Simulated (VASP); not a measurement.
Wanted: the native input for a VASP 6.6.1 run.

```yaml
Task: relaxation of cell and atoms
Functional: r2SCAN
Potentials_or_basis: VASP PAW PBE potentials, release 64 (Si)
Cutoff: 600 eV
k_mesh: 12 × 12 × 6
Occupations: gaussian, width 0.03 eV
Spin: no spin polarisation
Further_INCAR_settings: ALGO = Normal; EDIFF = 1e-06; IBRION = 2; EDIFFG = -0.01; NSW = 90; ISIF = 3
```

The structure of Si lies in POSCAR:

```
Si
1.0
    3.7978212800      0.0000000000      0.0000000000
   -1.8989106400      3.2890097100      0.0000000000
    0.0000000000      0.0000000000      6.2695984500
Si
4
Direct
    0.6666666700      0.3333333300      0.0629012500
    0.3333333300      0.6666666700      0.5629012500
    0.6666666700      0.3333333300      0.4370987500
    0.3333333300      0.6666666700      0.9370987500
```

The cell was built by a generator and needn't be a form met in nature.

One way to write it, as run:

INCAR

```
PREC = Accurate ; ENCUT = 600
EDIFF = 1E-6 ; ISMEAR = 0
SIGMA = 0.03 ; LREAL = F
LASPH = T ; NELM = 80
ALGO = Normal ; ISIF = 3
LWAVE = F ; LCHARG = F
METAGGA = R2SCAN ; LMIXTAU = T
IBRION = 2 ; NSW = 90
EDIFFG = -0.01
```

KPOINTS

```
regular mesh
0
Gamma
  12 12 6
```

Potentials or basis: VASP PAW PBE potentials, release 64 (Si).

The run is started by

```sh
$ cat potpaw_PBE.64/Si/POTCAR > POTCAR
$ mpirun -np 1 vasp_std > vasp.out
```

It gave:

```json
{
  "Relaxed volume": "20.12 Å³/atom",
  "Relaxed cell": "a = 3.830 Å, b = 3.830 Å, c = 6.333 Å, α = 90.00°, β = 90.00°, γ = 120.00°",
  "Space group after relaxing (to 0.05 Å)": "P6_3/mmc (No. 194)",
  "Energy gained by relaxing": "4.6 meV/atom",
  "Ionic steps": "3",
  "Pressure after relaxing": "0.0 GPa",
  "Largest force after relaxing": "0.010 eV/Å",
  "Band gap on the k mesh": "0.62 eV, indirect (least direct gap 1.38 eV)"
}
```

Caveat: the PAW data sets were made with another functional, which shifts forces and pressure a little.

It took 11 min on 1 thread of Intel(R) Xeon(R) Platinum 8259CL CPU @ 2.50GHz (Skylake/Cascade Lake), with other jobs on the host, peak memory 0.25 GiB.
